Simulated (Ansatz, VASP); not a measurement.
Pt: VASP beside Ansatz

File INCAR:

```
SYSTEM = Pt
PREC = Accurate ; ENCUT = 520
EDIFF = 1E-6 ; ISMEAR = 0
SIGMA = 0.15 ; LREAL = .FALSE.
LASPH = .TRUE. ; NELM = 100
ALGO = Fast ; ISIF = 2
LWAVE = .FALSE. ; LCHARG = .FALSE.
GGA = PE ; NBANDS = 11
```

Contents of KPOINTS:

```
regular mesh
0
G
  20 20 20
  0 0 0
```

POSCAR

```
Pt
1.0
    0.0146842500      1.9579000000      1.9579000000
    1.9579000000      0.0146842500      1.9579000000
    1.9725842500      1.9725842500      0.0000000000
Pt
1
Direct
    0.0000000000      0.0000000000      0.0000000000
```

Input for Ansatz:

```yaml
crystal:
  lattice:
    - [0.01468425, 1.9579, 1.9579]
    - [1.9579, 0.01468425, 1.9579]
    - [1.97258425, 1.97258425, 0.0]
  atoms:
    - { symbol: Pt, position: [0.0, 0.0, 0.0] }
basis:
  ecutwfc: 420
kpoints:
  mp_grid: { grid: [20, 20, 20] }
hamiltonian:
  xc: pbe
scf:
  occupations: { method: gaussian, width: 0.15 }
output:
  forces: true
  stress: true
  eigenvalues: true
```

Change from the starting cell: strain +0.0150 x Voigt [0, 0, 0, 0, 0, 1], atoms carried along.

Alike in both runs: task single point; functional PBE; k mesh 20 × 20 × 20; occupations gaussian, width 0.15 eV; no spin polarisation.

|  | VASP | Ansatz |
| --- | --- | --- |
| version | VASP 6.6.1 | Ansatz 0.2.0 |
| potentials or method | VASP PAW PBE potentials, release 64 (Pt) | scalar-relativistic, plane waves, PAW |
| plane-wave cutoff (eV) | 520 | 420 |
| valence electrons in the cell | 10 | 18 |

```csv
,VASP,Ansatz,Ansatz less VASP
gap on the k mesh at the Fermi level (eV),none,none,-
pressure (GPa),11.1,11.6,+0.56
largest component of the traceless stress (GPa),1.30,1.30,-0.007
```

A gap of «none» marks a metal or a gap that the smearing closes. The two sets of potentials don't hold the same shells in valence.

The runs have no spin-orbit coupling, so splittings on Pt are missing.
